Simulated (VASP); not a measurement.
# InP (F-43m) in VASP: notebook

Runs on InP. Level: PBE. Tasks: single point.

Program: VASP 6.6.1. These are calculated values, not measurements. Logs are shortened: lines on timing, memory, paths and dates and some standing lists are left out, and cuts for length are marked.

## Step 1: The undisturbed crystal

It takes space group F-43m (No. 216, cubic). The conventional cell has a = 5.861 Å, b = 5.861 Å, c = 5.861 Å, α = 90.00°, β = 90.00°, γ = 90.00°. In (site symmetry -43m) is surrounded by 4 P at 2.54 Å. P (site symmetry -43m) is surrounded by 4 In at 2.54 Å.

## Step 2: Single point, PBE (grid = ENCUT=460 dk=0.45 cell=2x2x2 ISMEAR=0 SIGMA=0.05 LREAL=Auto EDIFF=1e-06)

Contents of INCAR:

```
ALGO = Fast
EDIFF = 1E-6
ENCUT = 460
GGA = PE
ISIF = 2
ISMEAR = 0
LASPH = True
LCHARG = False
LREAL = Auto
LWAVE = False
NBANDS = 80
NELM = 120
PREC = Accurate
SIGMA = 0.05
```

Contents of KPOINTS:

```
k-points
0
Gamma
  3 3 3
```

Contents of POSCAR:

```
InP
1.0
    0.0000000000      5.8610000000      5.8610000000
    5.8610000000      0.0000000000      5.8610000000
    5.8610000000      5.8610000000      0.0000000000
In P
8 8
Direct
    0.0000000000      0.0000000000      0.0000000000
    0.0000000000      0.0000000000      0.5000000000
    0.0000000000      0.5000000000      0.0000000000
    0.0000000000      0.5000000000      0.5000000000
    0.5000000000      0.0000000000      0.0000000000
    0.5000000000      0.0000000000      0.5000000000
    0.5000000000      0.5000000000      0.0000000000
    0.5000000000      0.5000000000      0.5000000000
    0.3750000000      0.3750000000      0.3750000000
    0.3750000000      0.3750000000      0.8750000000
    0.3750000000      0.8750000000      0.3750000000
    0.3750000000      0.8750000000      0.8750000000
    0.8750000000      0.3750000000      0.3750000000
    0.8750000000      0.3750000000      0.8750000000
    0.8750000000      0.8750000000      0.3750000000
    0.8750000000      0.8750000000      0.8750000000
```

Potentials or basis: VASP PAW PBE potentials, release 64 (In_d, P).

The run is started by

```bash
$ cat potpaw_PBE.64/In_d/POTCAR potpaw_PBE.64/P/POTCAR > POTCAR
$ mpirun -np 1 vasp_std > vasp.out
```

OUTCAR:

```text
EDIFF = 1E-6
   ENCUT = 460
   GGA = PE
   ISIF = 2
   ISMEAR = 0
   LASPH = True
   LREAL = Auto
   NELM = 120
   PREC = Accurate

 Found      4 irreducible k-points:

 Following reciprocal coordinates:
            Coordinates               Weight
  0.000000  0.000000  0.000000      1.000000
  0.333333  0.000000  0.000000      8.000000
  0.333333  0.333333  0.000000      6.000000
 -0.333333  0.333333  0.000000     12.000000
   k-points           NKPTS =      4   k-points in BZ     NKDIM =      4   number of bands    NBANDS=     80
   number of dos      NEDOS =    301   number of ions     NIONS =     16
   total plane-waves  NPLWV = 216000
   dimension x,y,z NGX =    60 NGY =   60 NGZ =   60
   dimension x,y,z NGXF=   120 NGYF=  120 NGZF=  120
   ions per type =               8   8
   NGX,Y,Z   is equivalent  to a cutoff of  12.03, 12.03, 12.03 a.u.
   NGXF,Y,Z  is equivalent  to a cutoff of  24.07, 24.07, 24.07 a.u.
 SYSTEM =  unknown system
   PREC   = accura    normal or accurate (medium, high low for compatibility)
   ISTART =      0    job   : 0-new  1-cont  2-samecut
   ICHARG =      2    charge: 1-file 2-atom 10-const
   ISPIN  =      1    spin polarized calculation?
   LNONCOLLINEAR =      F non collinear calculations
   LSORBIT =      F    spin-orbit coupling
   LASPH  =      T    aspherical Exc in radial PAW
   ENCUT  =  460.0 eV  33.81 Ry    5.81 a.u.  14.50 14.50 14.50*2*pi/ulx,y,z
   NELM   =    120;   NELMIN=  2; NELMDL= -5     # of ELM steps
   EDIFF  = 0.1E-05   stopping-criterion for ELM
   LREAL  =      T    real-space projection
   EDIFFG = 0.1E-04   stopping-criterion for IOM
   NSW    =      0    number of steps for IOM
   IBRION =     -1    ionic relax: 0-MD 1-quasi-New 2-CG
   NFREE  =      0    steps in history (QN), initial steepest desc. (CG)
   ISIF   =      2    stress and relaxation
   ISYM   =      2    0-nonsym 1-usesym 2-fastsym
   POTIM  = 0.5000    time-step for ionic-motion
   TEBEG  =    0.0;   TEEND  =   0.0 temperature during run
   PSTRESS=    0.0 pullay stress
   NELECT =     144.0000    total number of electrons
   NUPDOWN=      -1.0000    fix difference up-down
   EMIN   =  10.00;   EMAX   =-10.00  energy-range for DOS
   EFERMI =   0.00;   METHOD = LEGACY
   ISMEAR =     0;   SIGMA  =   0.05  broadening in eV -4-tet -1-fermi 0-gaus
   EFERMI_NEDOS =   21; number of points for ismear=-14 and -15
   IALGO  =     68    algorithm
   IMIX   =      4    mixing-type and parameters
     AMIX     =   0.40;   BMIX     =  1.00
     AMIX_MAG =   1.60;   BMIX_MAG =  1.00
  volume/ion in A,a.u.               =      25.17       169.83
  Fermi-wavevector in a.u.,A,eV,Ry     =   1.162021  2.195901 18.371846  1.350293
  Thomas-Fermi vector in A             =   2.298587
   LORBIT       =      0    0 simple, 1 ext, 2 COOP (PROOUT), +10 PAW based schemes
   GGA     = PE    functional components
   LHFCALC =     F    Hartree Fock is set to
   AEXX    =    0.0000 exact exchange contribution
   IVDW    =     0    specifies the selected vdW correction
   LEPSILON=     F    determine dielectric tensor
   LRPA    =     F    only Hartree local field effects (RPA)
 non-spin polarized calculation
 RMM-DIIS sequential band-by-band and
 Gauss-broadening in eV      SIGMA  =   0.05
  energy-cutoff  :      460.00
  volume of cell :      402.67
 maximum number of plane-waves:      9185
 NGX is ok and might be reduce to    60
   NGX = 29   NGY = 29   NGZ = 29

 number of electron     144.0000071 magnetization

 Free energy of the ion-electron system (eV)
  ---------------------------------------------------
  ext. energy  EPLUGINS =         0.00000000
  ---------------------------------------------------
  free energy    TOTEN  =       -66.96483847 eV

  energy without entropy =      -66.96483847  energy(sigma->0) =      -66.96483847

 E-fermi :   5.4196     XC(G=0):  -9.2800

 val. band max:        5.1962595850   @ k =   0.0000   0.0000   0.0000
 cond. band min:       5.9058327369   @ k =   0.0000   0.0000   0.0000
 fundamental gap:      0.7095731519
 Fermi energy:         5.4195994867

 k-point     1 :       0.0000    0.0000    0.0000
  band No.  band energies     occupation
      1      -9.1836      2.00000
      2      -9.1836      2.00000
      3      -9.1836      2.00000
      4      -9.1173      2.00000
      5      -9.1173      2.00000
      6      -9.1173      2.00000
[... 72 lines left out ...]
     79       6.9548      0.00000
     80       6.9551      0.00000

 k-point     2 :       0.3333    0.0000    0.0000
  band No.  band energies     occupation
      1      -9.1607      2.00000
      2      -9.1607      2.00000
      3      -9.1607      2.00000
      4      -9.1253      2.00000
      5      -9.1253      2.00000
      6      -9.1253      2.00000
[... 72 lines left out ...]
     79       7.7852      0.00000
     80       7.7864      0.00000

 k-point     3 :       0.3333    0.3333    0.0000
  band No.  band energies     occupation
      1      -9.1596      2.00000
      2      -9.1596      2.00000
      3      -9.1438      2.00000
      4      -9.1132      2.00000
      5      -9.1132      2.00000
      6      -9.1132      2.00000
[... 72 lines left out ...]
     79       8.0535      0.00000
     80       8.4131      0.00000

 k-point     4 :      -0.3333    0.3333    0.0000
  band No.  band energies     occupation
      1      -9.1413      2.00000
      2      -9.1402      2.00000
      3      -9.1402      2.00000
      4      -9.1305      2.00000
      5      -9.1305      2.00000
      6      -9.0991      2.00000
[... 72 lines left out ...]
     79       8.9144      0.00000
     80       8.9669      0.00000

------------------------ aborting loop because EDIFF is reached ----------------------------------------

  FORCE on cell =-STRESS in cart. coord.  units (eV):
  Direction    XX          YY          ZZ          XY          YZ          ZX
  --------------------------------------------------------------------------------------
  -------------------------------------------------------------------------------------
  Total        8.4024815      8.4024815      8.4024815      0.0000000     -0.0000000      0.0000000
  in kB       33.4328183     33.4328183     33.4328183      0.0000000     -0.0000000      0.0000000
  external PRESSURE =      33.4328183 kB  Pullay stress =       0.0000000 kB

 VOLUME and BASIS-vectors are now :
 -----------------------------------------------------------------------------
  energy-cutoff  :      460.00
  volume of cell :      402.67
      direct lattice vectors                 reciprocal lattice vectors
     0.000000000  5.861000000  5.861000000    -0.085309674  0.085309674  0.085309674
     5.861000000  0.000000000  5.861000000     0.085309674 -0.085309674  0.085309674
     5.861000000  5.861000000  0.000000000     0.085309674  0.085309674 -0.085309674

 POSITION                                       TOTAL-FORCE (eV/Angst)
 -----------------------------------------------------------------------------------
      0.00000      0.00000      0.00000        -0.000000     -0.000000     -0.000000
      2.93050      2.93050      0.00000         0.000000      0.000000     -0.000000
      2.93050      0.00000      2.93050        -0.000000     -0.000000     -0.000000
      5.86100      2.93050      2.93050        -0.000000     -0.000000     -0.000000
      0.00000      2.93050      2.93050        -0.000000     -0.000000     -0.000000
      2.93050      5.86100      2.93050         0.000000      0.000000     -0.000000
[... 8 lines left out ...]
      7.32625      7.32625     10.25675         0.000000      0.000000      0.000000
     10.25675     10.25675     10.25675        -0.000000      0.000000      0.000000
 -----------------------------------------------------------------------------------
    total drift:                               -0.000000     -0.000000      0.000000

  FREE ENERGIE OF THE ION-ELECTRON SYSTEM (eV)
  ---------------------------------------------------
  free  energy   TOTEN  =       -66.9648384688 eV

  energy  without entropy=      -66.9648384688  energy(sigma->0) =      -66.96483847
```

Wall time 7.4 min (1 thread of AMD EPYC 7R13 (Zen 3), shared host); peak memory 0.46 GiB.

The run converged, but some of its settings lie outside the range that counts as converged, so its numbers aren't taken as properties of the crystal.

What came out:

```yaml
Free_energy: -66.9648 eV
Pressure: 3.3 GPa
Band_gap_on_the_k_mesh: 0.71 eV
```

Caveat: spin-orbit coupling is left out, which moves the levels of the heavy elements.

## Step 3: Single point, PBE (grid = ENCUT=520 dk=0.45 cell=2x2x2 ISMEAR=0 SIGMA=0.05 LREAL=Auto EDIFF=1e-06)

Edit INCAR of step 2 so:

```diff
@@ -2,3 +2,3 @@
 EDIFF = 1E-6
-ENCUT = 460
+ENCUT = 520
 GGA = PE
```

KPOINTS is that of step 2.

POSCAR is that of step 2.

Potentials or basis: VASP PAW PBE potentials, release 64 (In_d, P).

The run is started by

```bash
$ cat potpaw_PBE.64/In_d/POTCAR potpaw_PBE.64/P/POTCAR > POTCAR
$ mpirun -np 1 vasp_std > vasp.out
```

OUTCAR:

```text
EDIFF = 1E-6
   ENCUT = 520
   GGA = PE
   ISIF = 2
   ISMEAR = 0
   LASPH = True
   LREAL = Auto
   NELM = 120
   PREC = Accurate

 Found      4 irreducible k-points:

 Following reciprocal coordinates:
            Coordinates               Weight
  0.000000  0.000000  0.000000      1.000000
  0.333333  0.000000  0.000000      8.000000
  0.333333  0.333333  0.000000      6.000000
 -0.333333  0.333333  0.000000     12.000000
[... 414 lines left out ...]
  Total        8.2066987      8.2066987      8.2066987     -0.0000000      0.0000000      0.0000000
  in kB       32.6538136     32.6538136     32.6538136     -0.0000000      0.0000000      0.0000000
  external PRESSURE =      32.6538136 kB  Pullay stress =       0.0000000 kB

 VOLUME and BASIS-vectors are now :
 -----------------------------------------------------------------------------
  energy-cutoff  :      520.00
  volume of cell :      402.67
      direct lattice vectors                 reciprocal lattice vectors
     0.000000000  5.861000000  5.861000000    -0.085309674  0.085309674  0.085309674
     5.861000000  0.000000000  5.861000000     0.085309674 -0.085309674  0.085309674
     5.861000000  5.861000000  0.000000000     0.085309674  0.085309674 -0.085309674

 POSITION                                       TOTAL-FORCE (eV/Angst)
 -----------------------------------------------------------------------------------
      0.00000      0.00000      0.00000         0.000000     -0.000000     -0.000000
      2.93050      2.93050      0.00000         0.000000      0.000000      0.000000
      2.93050      0.00000      2.93050         0.000000     -0.000000      0.000000
      5.86100      2.93050      2.93050         0.000000     -0.000000     -0.000000
      0.00000      2.93050      2.93050         0.000000     -0.000000     -0.000000
      2.93050      5.86100      2.93050         0.000000      0.000000      0.000000
[... 8 lines left out ...]
      7.32625      7.32625     10.25675        -0.000000      0.000000      0.000000
     10.25675     10.25675     10.25675        -0.000000      0.000000     -0.000000
 -----------------------------------------------------------------------------------
    total drift:                                0.000001      0.000001      0.000000

  FREE ENERGIE OF THE ION-ELECTRON SYSTEM (eV)
  ---------------------------------------------------
  free  energy   TOTEN  =       -66.9775597750 eV

  energy  without entropy=      -66.9775597750  energy(sigma->0) =      -66.97755977
```

It took 6.4 min on 1 thread of AMD EPYC 7R13 (Zen 3), shared host; peak memory 0.55 GiB.

These settings aren't checked as converged: the numbers below hold their error.

Results:

* Free energy: -66.9776 eV
* Pressure: 3.3 GPa
* Band gap on the k mesh: 0.71 eV

Caveat: spin-orbit coupling is left out, which moves the levels of the heavy elements.

## Step 4: For comparison

An earlier run on the cell as given: functional PBEsol; potentials or basis VASP PAW PBE potentials, release 64 (In_d, P); cutoff 520 eV; k mesh 8 × 8 × 8; occupations fermi-dirac, width 0.05 eV; no spin polarisation.

- Pressure: 0.6 GPa
- Band gap on the k mesh: 0.61 eV, direct
